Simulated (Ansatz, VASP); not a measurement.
# Two plane-wave programs on GaP

Contents of INCAR:

```
SYSTEM = GaP
PREC = Accurate
ENCUT = 520
EDIFF = 1E-6
ISMEAR = 0
SIGMA = 0.02
LREAL = .False.
LASPH = .True.
NELM = 80
ALGO = Normal
ISIF = 2
LWAVE = .False.
LCHARG = .False.
GGA = PE
NBANDS = 16
```

Contents of KPOINTS:

```
regular mesh
0
Gamma
  8 8 8
  0 0 0
```

Contents of POSCAR:

```
GaP
1.0
    0.0000000000      2.7525584819      2.7525584819
    2.7525584819      0.0000000000      2.7525584819
    2.7525584819      2.7525584819      0.0000000000
Ga P
1 1
Direct
    0.0000000000      0.0000000000      0.0000000000
    0.2500000000      0.2500000000      0.2500000000
```

Input for Ansatz:

```yaml
crystal:
  lattice:
    - [0.0, 2.7525584819, 2.7525584819]
    - [2.7525584819, 0.0, 2.7525584819]
    - [2.7525584819, 2.7525584819, 0.0]
  atoms:
    - { symbol: Ga, position: [0.0, 0.0, 0.0] }
    - { symbol: P, position: [0.25, 0.25, 0.25] }
basis:
  ecutwfc: 420
  xc_grid: 2
kpoints:
  mp_grid: { grid: [8, 8, 8] }
  band_path: { path: [VBM, CBM], npoints: 2 }
hamiltonian:
  xc: pbe
scf:
  occupations: { method: gaussian, width: 0.02 }
output:
  forces: true
  stress: true
  eigenvalues: true
```

Alike in both runs: task single point; functional PBE; k mesh 8 × 8 × 8; occupations gaussian, width 0.02 eV; no spin polarisation.

|  | VASP | Ansatz |
| --- | --- | --- |
| version | VASP 6.6.1 | Ansatz 0.2.0 |
| potentials or method | VASP PAW PBE potentials, release 64 (Ga_d, P) | scalar-relativistic, plane waves, PAW |
| plane-wave cutoff (eV) | 520 | 420 |
| valence electrons in the cell | 18 | 18 |

|  | VASP | Ansatz | Ansatz less VASP |
| --- | --- | --- | --- |
| gap on the k mesh at the Fermi level (eV) | 1.58 | 1.58 | +0.003 |
| least direct gap on the mesh (eV) | 1.58 | 1.58 | +0.003 |
| pressure (GPa) | 0.0 | 0.0 | +0.07 |

A k mesh can miss the band edges.
